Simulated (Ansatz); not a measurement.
# AlCo (Pm-3m) under biaxial strain in the (111) plane

Aim: how do the optical modes of AlCo (Pm-3m) shift and split under this strain?

Calculated with Ansatz 0.2.0; DFT PBEsol, scalar-relativistic, plane waves, PAW; PAW set soft_1.

This is a report of a sequence of runs, with most program output left out.

## (1) Set-up

The structure is cubic, space group Pm-3m (No. 221). Conventional cell: a = 2.819 Å, b = 2.819 Å, c = 2.819 Å, α = 90.00°, β = 90.00°, γ = 90.00°. Al has 8 Co at 2.44 Å nearest. Co has 8 Al at 2.44 Å nearest. Farther neighbours are not listed.

## (2) Relaxation

Harmonic phonons are second derivatives at a point where the forces vanish, and they are wanted at zero stress, so atoms and cell are relaxed first.

File input.yaml:

```yaml
crystal:
  lattice:
    - [2.81940321, 0.0, 0.0]
    - [0.0, 2.81940321, 0.0]
    - [0.0, 0.0, 2.81940321]
  atoms:
    - { symbol: Al, position: [0.0, 0.0, 0.0] }
    - { symbol: Co, position: [0.5, 0.5, 0.5] }
kpoints:
  mp_grid: { grid: [14, 14, 14] }
hamiltonian:
  xc: pbesol
  pseudopotentials: { kind: paw, azcp: { folder: soft_1 }, xc_functional: pbe }
scf:
  occupations: { method: gaussian, width: 0.1 }
output:
  forces: true
  stress: true
  eigenvalues: true
  write_density: true
  write_potential: true
  elf: true
  volumetric_format: npy
relax:
  adjacent_minimum: "off"
  f_tol: 0.005
  max_steps: 80
  cell: { stress_tol: 0.05 }
```

The run is started by

```console
$ ansatz run input.yaml --threads 4 --pin off --max-ram 10240MiB --backend cpu --events-out ev --progress --plain --runs-dir out
```

It took 2.4 s on 4 threads of Arm Neoverse V2, shared host; peak memory 0.33 GiB.

This run has no spin polarisation, although Co can carry a moment.

The steps of the relaxation:

```
step  energy less that of the first step (eV)  largest force component (eV/Å)  pressure (GPa)  volume (Å³)
   1                                   0.0000                          0.0000            0.62        22.41
   2                                  -0.0001                          0.0000            0.28        22.45
   3                                  -0.0001                          0.0000            0.00        22.48
  4*                                  -0.0001                          0.0000            0.00        22.48
```

Relaxation steps marked * repeat the geometry before them on a plane-wave basis chosen anew for their cell, so energy and pressure can jump there.

Forces are held to the 48 operations that the run works with; a distortion that breaks them can't arise in this run.

```
conventional cell, symmetrised  before  after  change
                         a (Å)   2.819  2.822  +0.1 %
                         b (Å)   2.819  2.822  +0.1 %
                         c (Å)   2.819  2.822  +0.1 %
              volume (Å³/atom)   11.21  11.24  +0.3 %
```

The relaxed structure:

```xyz
2
Lattice="2.8224 0.0000 0.0000 0.0000 2.8224 0.0000 0.0000 0.0000 2.8224" Properties=species:S:1:pos:R:3 pbc="T T T"
Al    0.0000    0.0000    0.0000
Co    1.4112    1.4112    1.4112
```

This step gave:

- pressure: 0.002759 GPa
- volume per atom: 11.24 Å³
- gap on the k-mesh: 0 eV

ELF in the ac plane at fractional y = 0.500, with atoms of Co within 0.2 Å of it. It is the smooth field of the valence electrons, not physical close to the nuclei.

Values, 15 rows by 15 columns:
```
0.50 0.49 0.48 0.46 0.42 0.38 0.34 0.32 0.32 0.34 0.38 0.42 0.46 0.48 0.49
0.49 0.48 0.45 0.39 0.32 0.25 0.20 0.18 0.18 0.20 0.25 0.32 0.39 0.45 0.48
0.48 0.46 0.39 0.30 0.22 0.19 0.17 0.16 0.16 0.17 0.19 0.22 0.30 0.39 0.46
0.46 0.42 0.32 0.22 0.21 0.23 0.24 0.23 0.23 0.24 0.23 0.21 0.22 0.32 0.42
0.44 0.38 0.25 0.19 0.23 0.30 0.36 0.39 0.39 0.36 0.30 0.23 0.19 0.25 0.38
0.43 0.34 0.20 0.17 0.24 0.36 0.51 0.61 0.61 0.51 0.36 0.24 0.17 0.20 0.34
0.42 0.32 0.18 0.16 0.23 0.39 0.61 0.75 0.75 0.61 0.39 0.23 0.16 0.18 0.32
0.42 0.32 0.18 0.16 0.23 0.39 0.61 0.75 0.75 0.61 0.39 0.23 0.16 0.18 0.32
0.43 0.34 0.20 0.17 0.24 0.36 0.51 0.61 0.61 0.51 0.36 0.24 0.17 0.20 0.34
0.44 0.38 0.25 0.19 0.23 0.30 0.36 0.39 0.39 0.36 0.30 0.23 0.19 0.25 0.38
0.46 0.42 0.32 0.22 0.21 0.23 0.24 0.23 0.23 0.24 0.23 0.21 0.22 0.32 0.42
0.48 0.46 0.39 0.30 0.22 0.19 0.17 0.16 0.16 0.17 0.19 0.22 0.30 0.39 0.46
0.49 0.48 0.45 0.39 0.32 0.25 0.20 0.18 0.18 0.20 0.25 0.32 0.39 0.45 0.48
0.50 0.49 0.48 0.46 0.42 0.38 0.34 0.32 0.32 0.34 0.38 0.42 0.46 0.48 0.49
0.50 0.50 0.49 0.48 0.46 0.44 0.43 0.42 0.42 0.43 0.44 0.46 0.48 0.49 0.50
```
Columns run along a (2.8 Å), rows up along c (2.8 Å). Atoms in or near the plane, at fractional coordinates: Co at (0.50, 0.50).

Electrostatic potential energy in the ac plane at fractional y = 0.500, with atoms of Co within 0.2 Å of it. With pseudopotentials it is smooth inside the atoms' cores, unlike the true potential.

Ten even steps from '0' (-32 eV) to '9' (16 eV):
```
999999999999999
999999999999999
999998766789999
999975322357999
999852000025899
999730000003799
999620011002699
999620011002699
999730000003799
999852000025899
999975322357999
999998766789999
999999999999999
999999999999999
999999999999999
```
Columns run along a (2.8 Å; values clipped at the 3rd and 97th percentile), rows up along c (2.8 Å). Atoms in or near the plane, at fractional coordinates: Co at (0.50, 0.50).

Valence density in the ac plane at fractional y = 0.500, with atoms of Co within 0.2 Å of it. It is the smooth field of the valence electrons, not physical close to the nuclei.

Ten steps, logarithmic in the rise over the least value, from '0' (0 e/Å³) to '9' (42 e/Å³):
```
000000000000000
000000000000000
000001111110000
000012333321000
000123566532100
000135788753100
000136899863100
000136899863100
000135788753100
000123566532100
000012333321000
000001111110000
000000000000000
000000000000000
000000000000000
```
Columns run along a (2.8 Å), rows up along c (2.8 Å). Atoms in or near the plane, at fractional coordinates: Co at (0.50, 0.50).

In this step the volume went from 11.21 to 11.24 Å³/atom.

## (3) Tight relaxation

Phonons need small forces and stress, so the relaxation is finished with tight tolerances on 16×16×16 k points.

File input.yaml:

```yaml
crystal:
  lattice:
    - [2.8224065082, 0.0, 0.0]
    - [0.0, 2.8224065082, 0.0]
    - [0.0, 0.0, 2.8224065082]
  atoms:
    - { symbol: Al, position: [0.0, 0.0, 0.0] }
    - { symbol: Co, position: [0.5, 0.5, 0.5] }
kpoints:
  mp_grid: { grid: [16, 16, 16] }
hamiltonian:
  xc: pbesol
  pseudopotentials: { kind: paw, azcp: { folder: soft_1 }, xc_functional: pbe }
scf:
  occupations: { method: methfessel_paxton, width: 0.2 }
output:
  forces: true
  stress: true
  eigenvalues: true
relax:
  adjacent_minimum: "off"
  f_tol: 0.001
  max_steps: 60
  cell: { stress_tol: 0.01 }
```

Elapsed: 2.7 s, on 4 threads; peak memory 0.35 GiB.

Little changed from the start: no atom moved by 0.005 Å and no cell edge by 0.1 %.

Numbers from this step:

* pressure: 5.46e-4 GPa

The forces vanish by symmetry and the pressure is 0.001 GPa, within the tolerances set. The cell now holds 11.24 Å³/atom.

## (4) Zone-centre response at rest

The force constants come from the linear response of the density to a displacement.

The modes at rest are the reference of the series.

input.yaml, the sections that differ from step 3:

```yaml
crystal:
  lattice:
    - [2.8222089286, 0.0, 0.0]
    - [0.0, 2.8222089286, 0.0]
    - [0.0, 0.0, 2.8222089286]
  atoms:
    - { symbol: Al, position: [0.0, 0.0, 0.0] }
    - { symbol: Co, position: [0.5, 0.5, 0.5] }
output:
  eigenvalues: true
phonons:
  method: dfpt
# kpoints, hamiltonian, scf: as in step 3
# relax: removed
```

It took 7.2 s on 4 threads; peak memory 0.64 GiB; 25 s of CPU time.

Numbers from this step:

```yaml
sum_rule_residual_before_enforcement: 2.11e-5 eV/Å²
point_group: m-3m
highest_optical_mode_at_the_zone_centre_no_lo_to_term: 339.9 cm⁻¹
lowest_optical_zone_centre_mode: 339.9 cm⁻¹
```

Patterns of degenerate modes are one choice out of their space. The modes at Γ (shares of kinetic energy by element, %):

| mode | frequency (cm⁻¹) | symmetry | Al % | Co % |
| --- | --- | --- | --- | --- |
| 1 | 0.0 | acoustic | 31 | 69 |
| 2 | 0.0 | acoustic | 31 | 69 |
| 3 | 0.0 | acoustic | 31 | 69 |
| 4 | 339.9 | T1u | 69 | 31 |
| 5 | 339.9 | T1u | 69 | 31 |
| 6 | 339.9 | T1u | 69 | 31 |

Displacements in mode 5 (339.9 cm⁻¹), the largest set to 1:
```
Al1  0.00  1.00  0.00
Co2  0.00 -0.46  0.00
```

Before it was imposed, the acoustic sum rule was missed by 2.1e-5 eV/Å². Small misses are needed for a sound result but don't prove that mesh and cutoff are converged. The lowest optical mode is real, 340 cm⁻¹.

## (5) A member of the series: biaxial strain of +4 % in the (111) plane

The cell takes a biaxial strain of +4 % in the (111) plane. The strained lengths are held, while the rest of the cell and the atoms relax.

input.yaml, the sections that differ from step 4:

```yaml
crystal:
  lattice:
    - [2.8861943353, -0.0489029505, -0.0489029505]
    - [-0.0489029505, 2.8861943353, -0.0489029505]
    - [-0.0489029505, -0.0489029505, 2.8861943353]
  atoms:
    - { symbol: Al, position: [0.0, 0.0, 0.0] }
    - { symbol: Co, position: [0.5, 0.5, 0.5] }
  conventional_axes: [[1, -1, 0], [0, 1, -1], [1, 1, 1]]
output:
  forces: true
  stress: true
  eigenvalues: true
relax:
  adjacent_minimum: "off"
  f_tol: 0.001
  max_steps: 60
  cell: { stress_tol: 0.01, fix: [a, b, gamma] }
# kpoints, hamiltonian, scf: as in step 4
# phonons: removed
```

Elapsed: 6.6 s, on 4 threads; peak memory 0.43 GiB.

The steps of the relaxation:

```csv
step,energy less that of the first step (eV),largest force component (eV/Å),pressure (GPa),volume (Å³)
1,0.0000,0.0000,-10.63,24.02
2,-0.0003,0.0000,-10.35,23.98
3,-0.0004,0.0000,-10.08,23.94
4*,-0.0003,0.0000,-10.09,23.94
```

Relaxation steps marked * repeat the geometry before them on a plane-wave basis chosen anew for their cell, so energy and pressure can jump there.

Forces are held to the 12 operations that the run works with; a distortion that breaks them can't arise in this run.

| conventional cell, symmetrised | before | after | change |
| --- | --- | --- | --- |
| a (Å) | 4.151 | 4.151 | +0.0 % |
| b (Å) | 4.151 | 4.151 | +0.0 % |
| c (Å) | 4.830 | 4.814 | -0.3 % |
| volume (Å³/atom) | 12.01 | 11.97 | -0.3 % |

Final coordinates:

```
Al Co
1.0
     2.88316   -0.05194   -0.05194
    -0.05194    2.88316   -0.05194
    -0.05194   -0.05194    2.88316
Al Co
1 1
Direct
  0.00000 0.00000 0.00000
  0.50000 0.50000 0.50000
```

Numbers from this step:

- pressure: -10.09 GPa
- volume per atom: 11.97 Å³

The forces vanish by symmetry.

## (6) Modes of this member: biaxial strain of +4 % in the (111) plane

The zone-centre modes follow for biaxial strain of +4 % in the (111) plane.

input.yaml, the sections that differ from step 5:

```yaml
crystal:
  lattice:
    - [2.8831604805, -0.0519368053, -0.0519368053]
    - [-0.0519368053, 2.8831604805, -0.0519368053]
    - [-0.0519368053, -0.0519368053, 2.8831604805]
  atoms:
    - { symbol: Al, position: [0.0, 0.0, 0.0] }
    - { symbol: Co, position: [0.5, 0.5, 0.5] }
output:
  eigenvalues: true
phonons:
  method: dfpt
# kpoints, hamiltonian, scf: as in step 5
# relax: removed
```

The job ended after 19 s (4 threads; peak memory 1.3 GiB).

This step gave:

| Quantity | Value |
| --- | --- |
| sum-rule residual before enforcement | 1.23e-5 eV/Å² |
| point group | -3m |
| highest optical mode at the zone centre (no LO-TO term) | 356.5 cm⁻¹ |
| lowest optical zone-centre mode | 274.9 cm⁻¹ |

Patterns of degenerate modes are one choice out of their space. Modes at Γ, with each element's share of the kinetic energy:

```
mode  frequency (cm⁻¹)  symmetry  Al %  Co %
   1               0.0  acoustic    31    69
   2               0.0  acoustic    31    69
   3               0.0  acoustic    31    69
   4             274.9        Eu    69    31
   5             274.9        Eu    69    31
   6             356.5       A2u    69    31
```

Displacements in mode 4 (274.9 cm⁻¹), the largest set to 1:
```
Al1  0.00 -1.00  1.00
Co2  0.00  0.46 -0.46
```

Displacements in mode 6 (356.5 cm⁻¹), the largest set to 1:
```
Al1  1.00  1.00  1.00
Co2 -0.46 -0.46 -0.46
```

The lowest optical mode is real, 275 cm⁻¹, and the highest lies at 356.5 cm⁻¹.

Between step 4 and this run (strain 4 %) the value for the highest optical mode at the zone centre (no LO-TO term) moves from 340 cm⁻¹ to 357 cm⁻¹ (+5 %).

## (7) A member of the series: biaxial strain of -4 % in the (111) plane

The cell takes a biaxial strain of -4 % in the (111) plane. The strained lengths are held, while the rest of the cell and the atoms relax.

input.yaml, the sections that differ from step 6:

```yaml
crystal:
  lattice:
    - [2.762491257, 0.0531706856, 0.0531706856]
    - [0.0531706856, 2.762491257, 0.0531706856]
    - [0.0531706856, 0.0531706856, 2.762491257]
  atoms:
    - { symbol: Al, position: [0.0, 0.0, 0.0] }
    - { symbol: Co, position: [0.5, 0.5, 0.5] }
  conventional_axes: [[1, -1, 0], [0, 1, -1], [1, 1, 1]]
output:
  forces: true
  stress: true
  eigenvalues: true
relax:
  adjacent_minimum: "off"
  f_tol: 0.001
  max_steps: 60
  cell: { stress_tol: 0.01, fix: [a, b, gamma] }
# kpoints, hamiltonian, scf: as in step 6
# phonons: removed
```

Wall time 7.3 s (4 threads); peak memory 0.42 GiB.

The steps of the relaxation:

```
step  energy less that of the first step (eV)  largest force component (eV/Å)  pressure (GPa)  volume (Å³)
   1                                   0.0000                          0.0000           15.24        21.06
   2                                  -0.0008                          0.0000           14.51        21.13
   3                                  -0.0011                          0.0000           13.72        21.20
   4                                  -0.0011                          0.0000           13.70        21.20
  5*                                  -0.0011                          0.0000           13.70        21.20
```

Relaxation steps marked * repeat the geometry before them on a plane-wave basis chosen anew for their cell, so energy and pressure can jump there.

The run keeps the 12 symmetry operations that it works with, so distortions that break them were not tested.

```
conventional cell, symmetrised  before  after  change
                         a (Å)   3.832  3.832  -0.0 %
                         b (Å)   3.832  3.832  -0.0 %
                         c (Å)   4.969  5.003  +0.7 %
              volume (Å³/atom)   10.53  10.60  +0.7 %
```

The relaxed structure:

```xyz
2
Lattice="2.7690 0.0597 0.0597 0.0597 2.7690 0.0597 0.0597 0.0597 2.7690" Properties=species:S:1:pos:R:3 pbc="T T T"
Al    0.0000    0.0000    0.0000
Co    1.4442    1.4442    1.4442
```

Numbers from this step:

```
pressure        : 13.70 GPa
volume per atom : 10.60 Å³
```

The forces vanish by symmetry.

The cell grew by 0.7 % in volume.

## (8) Modes of this member: biaxial strain of -4 % in the (111) plane

The zone-centre modes follow for biaxial strain of -4 % in the (111) plane.

input.yaml, the sections that differ from step 7:

```yaml
crystal:
  lattice:
    - [2.7690345474, 0.059713976, 0.059713976]
    - [0.059713976, 2.7690345474, 0.059713976]
    - [0.059713976, 0.059713976, 2.7690345474]
  atoms:
    - { symbol: Al, position: [0.0, 0.0, 0.0] }
    - { symbol: Co, position: [0.5, 0.5, 0.5] }
output:
  eigenvalues: true
phonons:
  method: dfpt
# kpoints, hamiltonian, scf: as in step 7
# relax: removed
```

Elapsed: 17 s, on 4 threads; peak memory 1.2 GiB; 63 s of CPU time.

This step gave:

- sum-rule residual before enforcement: 5.96e-6 eV/Å²
- highest optical mode at the zone centre (no LO-TO term): 406.2 cm⁻¹
- lowest optical zone-centre mode: 316.7 cm⁻¹

Patterns of degenerate modes are one choice out of their space. Modes at Γ, with each element's share of the kinetic energy:

```
mode  frequency (cm⁻¹)  symmetry  Al %  Co %
   1               0.0  acoustic    31    69
   2               0.0  acoustic    31    69
   3               0.0  acoustic    31    69
   4             316.7       A2u    69    31
   5             406.2        Eu    69    31
   6             406.2        Eu    69    31
```

The lowest optical mode is real, 317 cm⁻¹, and the highest lies at 406.2 cm⁻¹.

For the highest optical mode at the zone centre (no LO-TO term), step 4 gave 340 cm⁻¹; this run, with strain -4 %, gives 406 cm⁻¹ (+19 %).

## (9) All members side by side

The members are set side by side, also those not shown above.

Stress is positive in compression; energies are extrapolated to zero smearing, and E0 is that at rest; the edges not held and the atoms are relaxed in each cell; all runs use 16×16×16 k points and Methfessel-Paxton smearing of 0.2 eV. State of the crystal along the series:

| strain (%) | in-plane stress (GPa) | free strain along [111] (%) | E - E0 (meV/atom) |
| --- | --- | --- | --- |
| -4 | 20.55 | 2.348 | 54.41 |
| -3 | 14.92 | 1.652 | 29.97 |
| -2 | 9.607 | 1.038 | 13.02 |
| -1 | 4.625 | 0.4919 | 3.173 |
| 0 | 5.46e-4 | 0 | 0 |
| 1 | -4.273 | -0.4435 | 3.062 |
| 2 | -8.213 | -0.8419 | 11.94 |
| 3 | -11.83 | -1.198 | 26.24 |
| 4 | -15.13 | -1.521 | 45.61 |

Optical modes are counted from below at rest and tracked from member to member by their patterns, and modes that stay within 0.3 cm⁻¹ of each other stand once; labels, where given, are those at rest; the edges not held and the atoms are relaxed in each cell; all runs use 16×16×16 k points and Methfessel-Paxton smearing of 0.2 eV. Optical modes along the series:

| strain (%) | optical mode 1 T1u, doublet (cm⁻¹) | optical mode 2 T1u, singlet (cm⁻¹) |
| --- | --- | --- |
| -4 | 406.2 | 316.7 |
| -3 | 389.6 | 323.2 |
| -2 | 373 | 329.2 |
| -1 | 356.4 | 334.7 |
| 0 | 339.9 | 339.9 |
| 1 | 323.5 | 344.7 |
| 2 | 307.2 | 349.1 |
| 3 | 291 | 353 |
| 4 | 274.9 | 356.5 |

Value and slope at zero strain of a cubic (a lower polynomial where under five rows exist) through the rows within 2 % of rest. Slopes at rest:

| mode | frequency (cm⁻¹) | shift per percent of strain (cm⁻¹) | shift per GPa of compressive stress (cm⁻¹) |
| --- | --- | --- | --- |
| optical mode 1 T1u, doublet | 339.9 | -16.46 | 3.7 |
| optical mode 2 T1u, singlet | 339.9 | 5.01 | -1.13 |

## (10) Results

- members: 9
- highest optical mode at the zone centre (no LO-TO term), at rest: 339.9 cm⁻¹
- biaxial modulus in the (111) plane: 445 GPa
- optical mode 1 T1u, doublet, shift per percent: -16.46 cm⁻¹
- optical mode 2 T1u, singlet, shift per percent: 5.01 cm⁻¹

**Reading.** The stress changes by 4.45 GPa for each percent, a biaxial modulus of 445 GPa in the (111) plane. For each percent the free edge responds with -0.47 %. The strain lowers the symmetry: the level at 339.9 cm⁻¹ splits, into 406.2 and 316.7 cm⁻¹ at -4 %. The fastest shift in the table of slopes is -16.5 cm⁻¹ for each percent (optical mode 1 T1u, doublet), or 3.7 cm⁻¹ for each GPa of compressive stress. For small strain, the measured shift of a line that Raman or infrared light can see, divided by its slope, estimates the stress, if the state of stress is of this kind. These are harmonic frequencies at zero temperature: anharmonic shifts, linewidths and thermal expansion are left out. With no gap, or one that is small against the smearing, the frequencies hang on the k mesh and the smearing, most of all near Kohn anomalies. The runs are without spin polarisation, although Co often carries a moment. The PAW files were made for PBE; the program adapts parts of them to the functional of the run, but their partial waves stay those of PBE, an approximation that was not tested in this session. Only the zone centre was solved, so an instability at another wavevector cannot show here.

[Logs are printed without paths, hosts, clocks, repeated set-up lines and the standing remarks that a program may print on its own settings, such as how far it seeks lower states.]

[Hosts, paths, dates, database ids (printed as entryN), source tags and the programs' standing remarks are cut or masked in the printed files.]
